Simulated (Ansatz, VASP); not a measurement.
**Two plane-wave programs on PbF2**

File INCAR:

```
SYSTEM = PbF2
PREC = Accurate ; ENCUT = 520
EDIFF = 1E-6 ; ISMEAR = 0
SIGMA = 0.05 ; LREAL = .FALSE.
LASPH = .TRUE. ; NELM = 100
ALGO = Normal ; ISIF = 2
LWAVE = .FALSE. ; LCHARG = .FALSE.
GGA = PE ; NBANDS = 21
```

File KPOINTS:

```
Automatic mesh
0
G
  8 8 8
  0 0 0
```

File POSCAR:

```
PbF2
1.0
    0.0000000000      2.9698500000      2.9698500000
    2.9698500000      0.0000000000      2.9698500000
    2.9698500000      2.9698500000      0.0000000000
Pb F
1 2
Direct
    0.0000000000      0.0000000000      0.0000000000
    0.1868654983      0.1868654983      0.3131345017
    0.6868654983      0.6868654983      0.8131345017
```

Input for Ansatz:

```yaml
crystal:
  lattice:
    - [0.0, 2.96985, 2.96985]
    - [2.96985, 0.0, 2.96985]
    - [2.96985, 2.96985, 0.0]
  atoms:
    - { symbol: Pb, position: [0.0, 0.0, 0.0] }
    - { symbol: F, position: [0.1868654983, 0.1868654983, 0.3131345017] }
    - { symbol: F, position: [0.6868654983, 0.6868654983, 0.8131345017] }
basis:
  ecutwfc: 420
kpoints:
  mp_grid: { grid: [8, 8, 8] }
hamiltonian:
  xc: pbe
scf:
  occupations: { method: gaussian, width: 0.05 }
output:
  forces: true
  stress: true
  eigenvalues: true
```

Change from the starting cell: all F atoms moved +0.375 Å, as atom 2 towards its neighbour atom 3 (F) at 2.970 Å.

Alike in both runs: task single point; functional PBE; k mesh 8 × 8 × 8; occupations gaussian, width 0.05 eV; no spin polarisation.

```csv
,VASP,Ansatz
version,VASP 6.6.1,Ansatz 0.2.0
potentials or method,"VASP PAW PBE potentials, release 64 (Pb_d, F)","scalar-relativistic, plane waves, PAW"
plane-wave cutoff (eV),520,420
valence electrons in the cell,28,28
```

VASP gave:

```
gap on the k mesh at the Fermi level (eV) : 4.25
least direct gap on the mesh (eV)         : 4.65
pressure (GPa)                            : 5.2
rms of the force components (eV/Å)        : 0.362
```

**Question.** Estimate Ansatz's values.

**Answer.** gap on the k mesh at the Fermi level (eV): 4.25; least direct gap on the mesh (eV): 4.65; pressure (GPa): 5.3; rms of the force components (eV/Å): 0.353.

Atom by atom the forces differ by 0.009 eV/Å (rms over components).

Caveats: spin-orbit coupling is left out, which as a rule narrows the gap of such compounds by several tenths of an eV. A k mesh can miss the band edges.
